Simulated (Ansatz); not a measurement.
Here is an Ansatz 0.2.0 calculation.

input.yaml

```yaml
crystal:
  lattice:
    - [4.19134, 0.0, 0.0]
    - [0.0, 4.19134, 0.0]
    - [0.0, 0.0, 4.19134]
  atoms:
    - { symbol: Ba, position: [0.0, 0.0, 0.0] }
    - { symbol: Zr, position: [0.5, 0.5, 0.5] }
    - { symbol: O, position: [0.5, 0.5, 0.0] }
    - { symbol: O, position: [0.5, 0.0, 0.5] }
    - { symbol: O, position: [0.0, 0.5, 0.5] }
hamiltonian:
  xc: blyp
  pseudopotentials: { kind: paw }
kpoints:
  mp_grid: { grid: [6, 6, 6] }
scf:
  occupations: { method: fermi_dirac, width: 0.05 }
output:
  forces: true
  stress: true
relax:
  f_tol: 0.01
  max_steps: 40
  cell: { stress_tol: 0.05 }
```

Potentials or basis: Ansatz PAW.

The run is started by

```sh
$ ansatz run input.yaml --threads 2 --pin off --max-ram 5632MiB --backend cpu --events-out ev --progress --plain --runs-dir out
```

Problem. What does it give for the space group after relaxing (to 0.05 Å)?

Solution. Pm-3m (No. 221).

Problem. What does it give for the relaxed cell?

Solution. a = 4.270 Å, b = 4.270 Å, c = 4.270 Å, α = 90.00°, β = 90.00°, γ = 90.00°.

Problem. Estimate the band gap on the k mesh.

Solution. 3.19 eV.

Step by step:
| step | energy change (eV) | largest force (eV/Å) | volume (Å³) |
| --- | --- | --- | --- |
| 1 | 0.0000 | 0.0000 | 73.63 |
| 2 | -0.0557 | 0.0000 | 79.87 |
| 3 | -0.0917 | 0.0000 | 77.80 |
| 4 | -0.0924 | 0.0000 | 77.64 |
| 5 | -0.1118 | 0.0000 | 77.64 |
| 6 | -0.1113 | 0.0000 | 77.84 |
| 7 | -0.1118 | 0.0000 | 77.84 |

Caveat: the plane-wave basis is chosen anew once the cell has moved, so the energies of steps on either side of that aren't comparable; spin-orbit coupling is left out, which moves the levels of the heavy elements; the PAW data sets come from PBE, with cores solved anew for the run's functional, which leaves a small shift of forces and pressure. As with any semilocal functional, this BLYP gap is likely too small.
